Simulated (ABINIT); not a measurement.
Wanted: the native input for an ABINIT 10.8.3 (patched build) run.

```yaml
Task: equation of state
Functional: LDA
Potentials_or_basis: PseudoDojo NC SR LDA v0.4.1 standard
Cutoff: 1007 eV
k_mesh: 9 × 9 × 9
Occupations: fermi-dirac, width 0.05 eV
Spin: no spin polarisation
```

Crystal: LiCl.

```
Cl Li
1.0
     0.00000    2.56477    2.56477
     2.56477    0.00000    2.56477
     2.56477    2.56477    0.00000
Cl Li
1 1
Direct
  0.50000 0.50000 0.50000
  0.00000 0.00000 0.00000
```

These files were run (other wordings do the same):

run.abi

```
# Datasets: one volume each
ndtset 7
getwfk -1
scalecart1 3*0.9795861087
scalecart2 3*0.9864848297
scalecart3 3*0.9932883884
scalecart4 3*1.0000000000
scalecart5 3*1.0066227096
scalecart6 3*1.0131594038
scalecart7 3*1.0196128224

# Pseudopotentials
pp_dirpath "./"
pseudos "Cl.upf, Li.upf"

# Structure
acell 3.6271325184 3.6271325184 3.6271325184 Angstrom
rprim
     0.0000000000     0.7071067812     0.7071067812
     0.7071067812     0.0000000000     0.7071067812
     0.7071067812     0.7071067812     0.0000000000
ntypat 2
znucl 17 3
natom 2
typat 1 2
xred
     0.5000000000     0.5000000000     0.5000000000
     0.0000000000     0.0000000000     0.0000000000

# Plane-wave basis
ecut 37.0

# k points
kptopt 1
ngkpt 9 9 9
nshiftk 1
shiftk 0.0 0.0 0.0

# Exchange and correlation
ixc 7

# Bands and occupations
nband 9
occopt 3
tsmear 0.00183747

# SCF cycle
nstep 100
tolvrs 1.0e-10

# Output
iomode 3
prtwf 1
prtden 0
prteig 0
prtebands 0
enunit 1
```

Potentials or basis: PseudoDojo NC SR LDA v0.4.1 standard.

Launch:

```sh
$ abinit run.abi > log 2>&1
```

It gave:

```yaml
Equilibrium_volume: "15.30 Å³/atom (rough: see the caveat)"
Bulk_modulus: 41 GPa (rough)
```

Caveat: pressures at fixed basis lie under the slope of the energies; the minimum lies outside the volumes run.

Run time: 110 s on 1 thread of Arm Neoverse V2, with other jobs on the host, peak memory 0.11 GiB.
